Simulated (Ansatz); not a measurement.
# AlN under changes of volume

One of the cells (9.946 Å³/atom); the others are scaled copies at fixed shape and fractional positions:

```
Al N
1.0
     3.31212    0.00000    0.00000
    -1.65606    2.86838    0.00000
     0.00000    0.00000    4.18756
Al N
2 2
Cartesian
  1.6561 0.9561 1.0469
  0.0000 1.9123 3.1407
  1.6561 0.9561 3.1407
  0.0000 1.9123 1.0469
```

Measurements of this composition are mostly on another form, of space group No. 186.

```yaml
Program: Ansatz 0.2.0
Functional: r2SCAN
Potentials_or_basis: Ansatz PAW
Cutoff: "500 eV (not typed: the program's choice for these potentials)"
k_mesh: 9 × 9 × 7
Occupations: fermi-dirac, width 0.05 eV
Spin: no spin polarisation
```

```tsv
volume (Å³/atom)	energy over the lowest point (meV/atom)	pressure (GPa)	gap on the mesh (eV)
9.349	10.38	9.4	4.31
9.548	?	?	?
9.747	0.00	-0.7	3.98
9.946	3.62	-5.1	3.83
10.145	12.39	-9.0	3.67
10.344	25.82	-12.6	3.52
10.543	43.46	-15.8	3.37
```

Problem. What does the run at 9.548 Å³/atom give?

Solution. Energy over the lowest point 2.05 meV/atom; pressure 4.1 GPa; gap on the mesh 4.15 eV.

Worked out: A Birch-Murnaghan fit of order 3 (a polynomial in V^(-2/3)) to the other rows has its minimum at 9.72 Å³/atom with B0 = V·E''(V) = 227 GPa and B' = 3.9 at fixed shape and positions, which overstates the stiffness. It gives 2.05 meV/atom at 9.548 Å³/atom, against the run's 2.05, and -dE/dV = 4.1 GPa, against 4.1. A straight line through the other rows of the gap, of slope -7.81 eV per unit of ln V (its deformation potential), gives 4.14 eV, against the run's 4.15.

Energies are extrapolated to zero smearing.

Caveats: odd divisions of the mesh miss points on the zone boundary, where band edges often lie, so the gap on the mesh can be too wide; the PAW data sets come from PBE, with cores solved anew for the run's functional, which leaves a small shift of forces and pressure.

A mesh can miss the band edges.
